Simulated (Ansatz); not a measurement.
Crystal: MnSb.

```
Sb Mn
1.0
     4.15000    0.00000    0.00000
    -2.07500    3.59401    0.00000
     0.00000    0.00000    5.78000
Sb Mn
2 2
Direct
  0.66667 0.33333 0.75000
  0.33333 0.66667 0.25000
  0.00000 0.00000 0.50000
  0.00000 0.00000 0.00000
```

Program: Ansatz 0.2.0. Alike in all runs: potentials or basis Ansatz PAW; cell as given; k mesh 7 × 7 × 5; smearing fermi-dirac 0.05 eV.

Question: Order these runs on this cell by their pressure, lowest first.
A. level r2SCAN+U; spin collinear, ferromagnetic start; U Mn d U = 7 eV; cutoff (eV) 500; points for each segment of the path 14; hubbard projectors ortho-atomic (the default); double counting fll (the default)
B. level PBEsol+U; spin collinear, ferromagnetic start; U Mn d U = 4.5 eV; cutoff (eV) 420; points for each segment of the path 14; hubbard projectors ortho-atomic (the default); double counting fll (the default)
C. level PBE; spin non-collinear, ferromagnetic start, SOC; cutoff (eV) 420; points for each segment of the path 14
D. level PBE; spin collinear, ferromagnetic start; cutoff (eV) 250

Answer: C (-3.1 GPa), D (-0.3 GPa), B (5.6 GPa), A (13.7 GPa).

Caveats: the magnetic or orbital state may not be the lowest (some runs); the PAW data sets come from PBE, with cores solved anew for the run's functional, which leaves a small shift of forces and pressure (some runs); the U is typed as a test and isn't derived for this compound (some runs); the thresholds are loose for stress (some runs); the pressure holds a Pulay correction of +66.9 GPa for the finite cutoff (some runs); the cutoff lies under the one recommended for these potentials (some runs).
